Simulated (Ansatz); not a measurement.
Crystal: Cs2AgBiBr6.

```
Bi Cs Ag Br
1.0
     0.00000    5.61610    5.61610
     5.61610    0.00000    5.61610
     5.61610    5.61610    0.00000
Bi Cs Ag Br
1 2 1 6
Direct
  0.00000 0.00000 0.00000
  0.75000 0.75000 0.75000
  0.25000 0.25000 0.25000
  0.50000 0.50000 0.50000
  0.74945 0.74945 0.25055
  0.25055 0.25055 0.74945
  0.74945 0.25055 0.25055
  0.74945 0.25055 0.74945
  0.25055 0.74945 0.74945
  0.25055 0.74945 0.25055
```

Base run:

```yaml
Program: Ansatz 0.2.0
Functional: RPBE
Potentials_or_basis: Ansatz PAW
Cutoff: "420 eV (not typed: the program's choice for these potentials)"
k_mesh: 4 × 4 × 4
Occupations: fermi-dirac, width 0.05 eV
Spin: no spin polarisation
```

Its results: band gap on the k mesh 1.34 eV, indirect (least direct gap 2.53 eV); pressure 3.5 GPa; largest force 0.249 eV/Å.

Q: After a change of settings the same cell gave: band gap on the k mesh 1.10 eV, indirect (least direct gap 2.33 eV); pressure -1.5 GPa; largest force 0.329 eV/Å. Which change was it?
A. functional from RPBE to PBEsol
B. functional from RPBE to LDA
C. functional from RPBE to revPBE
D. functional from RPBE to BLYP

A: B.

LDA binds more tightly than RPBE, so the same cell stands under less pressure.

Caveats: spin-orbit coupling is left out, which as a rule narrows the gap of such compounds by several tenths of an eV; the PAW data sets come from PBE, with cores solved anew for the run's functional, which leaves a small shift of forces and pressure; the density of states is complete only up to the lowest level of the last band computed.
